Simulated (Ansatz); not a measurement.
**Ge (beta tin type): how the settings move a single-point run**

How sensitive is a single-point run of Ge (beta tin type) to its settings? A reference run comes first, then one run with altered input.

Program: Ansatz 0.2.0. Level of theory: reference: DFT, PBE, all-electron LAPW, scalar-relativistic. These are calculated values, not measurements.

## 1. The structure to begin with

Symmetry: I4_1/amd, No. 141, tetragonal system. The conventional cell has a = 5.201 Å, b = 5.201 Å, c = 2.856 Å, α = 90.00°, β = 90.00°, γ = 90.00°. Ge (site symmetry -4m2) is surrounded by 6 Ge at 2.70 to 2.86 Å.

Coordinates:

```
Ge
1.0
    -2.60040    2.60040    1.42787
     2.60040   -2.60040    1.42787
     2.60040    2.60040   -1.42787
Ge
2
Direct
  0.62500 0.87500 0.75000
  0.37500 0.12500 0.25000
```

## 2. The reference run

input.yaml

```yaml
crystal:
  lattice:
    - [-2.6003962924, 2.6003962924, 1.4278693722]
    - [2.6003962924, -2.6003962924, 1.4278693722]
    - [2.6003962924, 2.6003962924, -1.4278693722]
  atoms:
    - { symbol: Ge, position: [-0.375, -0.125, -0.25] }
    - { symbol: Ge, position: [0.375, 0.125, 0.25] }
kpoints:
  mp_grid: { grid: [17, 17, 17] }
  band_path:
    path:
      - [0.0, 0.0, 0.0]
      - [0.0, 0.0, 0.5]
      - [-0.5, 0.5, 0.5]
      - [0.0, 0.0, 0.0]
      - [0.3253768334, 0.3253768334, -0.3253768334]
      - [-0.3253768334, 0.6746231666, 0.3253768334]
      - [-0.5, 0.5, 0.5]
      - [0.0, 0.0, 0.5]
      - [0.25, 0.25, 0.25]
    npoints: 14
scf:
  occupations: { method: fermi_dirac, width: 0.1 }
hamiltonian:
  xc: pbe
  pseudopotentials: { kind: all_electron, lapw: { basis_error: 0.001 } }
output:
  forces: true
  stress: true
  eigenvalues: true
  populations: true
  dos: { projected: true, de: 0.2, e_range: [-14, 8] }
```

Run with:

```console
$ ansatz run input.yaml --threads 1 --pin off --max-ram 2048MiB --backend cpu --events-out ev --progress --plain --runs-dir out
```

## 3. Variant: occupations.method cold, occupations.width 0.025

input.yaml: that of step 2 with these lines changed.

```diff
@@ -23,3 +23,3 @@
 scf:
-  occupations: { method: fermi_dirac, width: 0.1 }
+  occupations: { method: cold, width: 0.025 }
 hamiltonian:
@@ -32,2 +32 @@
   populations: true
-  dos: { projected: true, de: 0.2, e_range: [-14, 8] }
```

**Question.** What will these runs give? Wanted: for each run, ending; energy change; pressure; gap; force.

**Answer**, as computed:

| run | ending | energy change | pressure (GPa) | gap (eV) | force (eV/Å) | cycles | time |
| --- | --- | --- | --- | --- | --- | --- | --- |
| reference | converged | 0 | 0.0 | 0.00 | 0.00 | 7 | 90 s |
| 1: occupations.method cold, occupations.width 0.025 | converged | -0.1 meV/atom (σ→0) | -0.1 | 0.00 | 0.00 | 7 | 94 s |

Times don't compare one to one where runs were asked for different outputs or read a saved state (see the inputs); cycles may leave out searches for a lower state.

Residual by cycle in the longest SCF loop of each run; runs are numbered as in the table. The quantity is the density residual dr2, in eV.

| cycle | reference | run 1 |
| --- | --- | --- |
| 1 | 0.0384 | 0.0385 |
| 2 | 0.0202 | 0.0203 |
| 3 | 0.00771 | 0.00776 |
| 4 | 0.00135 | 0.00136 |
| 5 | 5.3e-5 | 5.3e-5 |
| 6 | 6.1e-6 | 6.2e-6 |
| 7 | 9.4e-8 | 9.5e-8 |

Changing the smearing leaves the energy as it was (-0.1 meV/atom).
